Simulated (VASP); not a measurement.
## MgS under changes of volume

One of the cells (23.195 Å³/atom); the others are scaled copies at fixed shape and fractional positions:

```
S Mg
1.0
     0.00000    2.85188    2.85188
     2.85188    0.00000    2.85188
     2.85188    2.85188    0.00000
S Mg
1 1
Direct
  0.25000 0.25000 0.25000
  0.00000 0.00000 0.00000
```

The cell comes from a database or a generator and needn't be the stable form of this composition.

* Program: VASP 6.6.1
* Functional: PBEsol
* Potentials or basis: VASP PAW PBE potentials, release 64 (S, Mg)
* Cutoff: 520 eV
* k mesh: 8 × 8 × 8
* Occupations: fermi-dirac, width 0.05 eV
* Spin: no spin polarisation

```tsv
volume (Å³/atom)	energy over the lowest point (meV/atom)	pressure (GPa)	gap on the mesh (eV)
21.376	11.50	3.4	3.59
21.831	?	?	?
22.285	0.00	0.7	3.38
23.195	2.72	-1.6	3.19
23.650	8.56	-2.6	3.10
24.105	17.01	-3.4	3.01
```

**Question.** What does the run at 21.831 Å³/atom give?

**Answer.** Energy over the lowest point 3.79 meV/atom; pressure 2.0 GPa; gap on the mesh 3.49 eV.

Worked out: A Birch-Murnaghan fit of order 3 (a polynomial in V^(-2/3)) to the other rows has its minimum at 22.54 Å³/atom with B0 = V·E''(V) = 58 GPa and B' = 4.1. It gives 3.78 meV/atom at 21.831 Å³/atom, against the run's 3.79, and -dE/dV = 2.0 GPa, against 2.0. A straight line through the other rows of the gap, of slope -4.82 eV per unit of ln V (its deformation potential), gives 3.48 eV, against the run's 3.49.

Energies are extrapolated to zero smearing.

Caveats: the PAW data sets were made with another functional, which shifts forces and pressure a little.
